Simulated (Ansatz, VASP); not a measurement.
# Two plane-wave programs on GaP

File INCAR:

```
SYSTEM = GaP
ALGO = Fast
EDIFF = 1E-6
ENCUT = 520
GGA = PS
ISIF = 2
ISMEAR = -1
LASPH = .True.
LCHARG = .True.
LELF = .True.
LREAL = .False.
LVHAR = .True.
LWAVE = .False.
NBANDS = 16
NELM = 100
PREC = Accurate
SIGMA = 0.02
```

The input KPOINTS:

```
k-points
0
Gamma
  3 3 3
  0 0 0
```

Contents of POSCAR:

```
GaP
1.0
    3.1864350770      0.0000000000      0.0000000000
    0.0000000000      3.1864350770      0.0000000000
    0.0000000000      0.0000000000      3.1864350770
Ga P
1 1
Direct
    0.0000000000      0.0000000000      0.0000000000
    0.5000000000      0.5000000000      0.5000000000
```

Input for Ansatz:

```yaml
crystal:
  lattice:
    - [3.186435077, 0.0, 0.0]
    - [0.0, 3.186435077, 0.0]
    - [0.0, 0.0, 3.186435077]
  atoms:
    - { symbol: Ga, position: [0.0, 0.0, 0.0] }
    - { symbol: P, position: [0.5, 0.5, 0.5] }
kpoints:
  mp_grid: { grid: [3, 3, 3] }
hamiltonian:
  xc: pbesol
scf:
  occupations: { method: fermi_dirac, width: 0.02 }
  n_extra_bands: 4
output:
  forces: true
  stress: true
  eigenvalues: true
```

Alike in both runs: task single point; functional PBEsol; k mesh 3 × 3 × 3; occupations fermi-dirac, width 0.02 eV; no spin polarisation.

|  | VASP | Ansatz |
| --- | --- | --- |
| version | VASP 6.6.1 | Ansatz 0.2.0 |
| potentials or method | VASP PAW PBE potentials, release 64 (Ga_d, P) | plane waves |
| plane-wave cutoff (eV) | 520 | 420 |
| valence electrons in the cell | 18 | 18 |

|  | VASP | Ansatz | Ansatz less VASP |
| --- | --- | --- | --- |
| pressure (GPa) | 5.4 | 5.3 | -0.11 |

Caveats: the k mesh is coarse (spacing up to 0.66 Å⁻¹), so the values aren't converged; the PAW data sets were made with another functional, which shifts forces and pressure a little (VASP).
